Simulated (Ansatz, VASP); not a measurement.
NaH: VASP beside Ansatz

The input INCAR:

```
SYSTEM = NaH
PREC = Accurate
ENCUT = 520
EDIFF = 1E-6
ISMEAR = 0
SIGMA = 0.05
LREAL = .FALSE.
LASPH = .TRUE.
NELM = 60
ALGO = Fast
ISIF = 2
LWAVE = .FALSE.
LCHARG = .FALSE.
GGA = CA
NBANDS = 11
```

Contents of KPOINTS:

```
Automatic mesh
0
G
  8 8 8
  0 0 0
```

Contents of POSCAR:

```
NaH
1.0
    0.0000000000      2.4400000000      2.4400000000
    2.4400000000      0.0000000000      2.4400000000
    2.4400000000      2.4400000000      0.0000000000
Na H
1 1
Direct
    0.0000000000      0.0000000000      0.0000000000
    0.5461065574      0.3616803279      0.4538934426
```

Input for Ansatz:

```yaml
crystal:
  lattice:
    - [0.0, 2.44, 2.44]
    - [2.44, 0.0, 2.44]
    - [2.44, 2.44, 0.0]
  atoms:
    - { symbol: Na, position: [0.0, 0.0, 0.0] }
    - { symbol: H, position: [0.5461065574, 0.3616803279, 0.4538934426] }
basis:
  ecutwfc: 420
kpoints:
  mp_grid: { grid: [8, 8, 8] }
hamiltonian:
  xc: lda
scf:
  occupations: { method: gaussian, width: 0.05 }
output:
  forces: true
  stress: true
  eigenvalues: true
```

Alike in both runs: task single point; functional LDA; k mesh 8 × 8 × 8; occupations gaussian, width 0.05 eV; no spin polarisation.

|  | VASP | Ansatz |
| --- | --- | --- |
| version | VASP 6.6.1 | Ansatz 0.2.0 |
| potentials or method | VASP PAW LDA potentials, release 64 (Na_pv, H) | scalar-relativistic, plane waves, PAW |
| plane-wave cutoff (eV) | 520 | 420 |
| valence electrons in the cell | 8 | 10 |

Ansatz gave:

* gap on the k mesh at the Fermi level (eV): 3.28
* least direct gap on the mesh (eV): 4.19
* pressure (GPa): -0.6
* largest component of the traceless stress (GPa): 3.53
* rms of the force components (eV/Å): 0.323

Problem. Which values does VASP return?

Solution. gap on the k mesh at the Fermi level (eV): 3.28; least direct gap on the mesh (eV): 4.19; pressure (GPa): -0.4; largest component of the traceless stress (GPa): 3.55; rms of the force components (eV/Å): 0.326.

Atom by atom the forces differ by 0.003 eV/Å (rms over components). The two sets of potentials don't hold the same shells in valence.

A k mesh can miss the band edges.
